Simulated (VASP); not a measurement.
A run of VASP 6.6.1:

The input INCAR:

```
PREC     = Accurate       # precision mode
ENCUT    = 520            # plane-wave cutoff, eV
EDIFF    = 1E-6           # SCF threshold, eV
ISMEAR   = -1             # smearing method
SIGMA    = 0.1            # smearing width, eV
LREAL    = False          # projectors in reciprocal space
LASPH    = True           # aspherical terms in the spheres
NELM     = 80             # most SCF steps
ALGO     = Normal         # electronic algorithm
ISIF     = 2              # what is computed and relaxed
LWAVE    = False          # write WAVECAR
LCHARG   = True           # write CHGCAR
GGA      = RP             # functional
LELF     = True           # ELF
LVHAR    = True         
NBANDS   = 18             # bands
```

File KPOINTS:

```
regular mesh
0
Gamma
  14 14 14
```

POSCAR

```
Au
1.0
    0.0000000000      3.1325900550      3.1325900550
    3.1325900550      0.0000000000      3.1325900550
    3.1325900550      3.1325900550      0.0000000000
Au
2
Direct
    0.1250000000      0.1250000000      0.1250000000
    0.8750000000      0.8750000000      0.8750000000
```

Potentials or basis: VASP PAW PBE potentials, release 64 (Au).

Launch:

```sh
$ cat potpaw_PBE.64/Au/POTCAR > POTCAR
$ mpirun -np 1 vasp_std > vasp.out
```

Hardware: 1 thread of Intel(R) Xeon(R) 6975P-C (Granite Rapids) (shared host).

**Question.** How long does it take, and how much memory?

**Answer.** It took 45 s on 1 thread of Intel(R) Xeon(R) 6975P-C (Granite Rapids), with other jobs on the host, peak memory 0.25 GiB. Counts: scf iterations 11, k points 104.
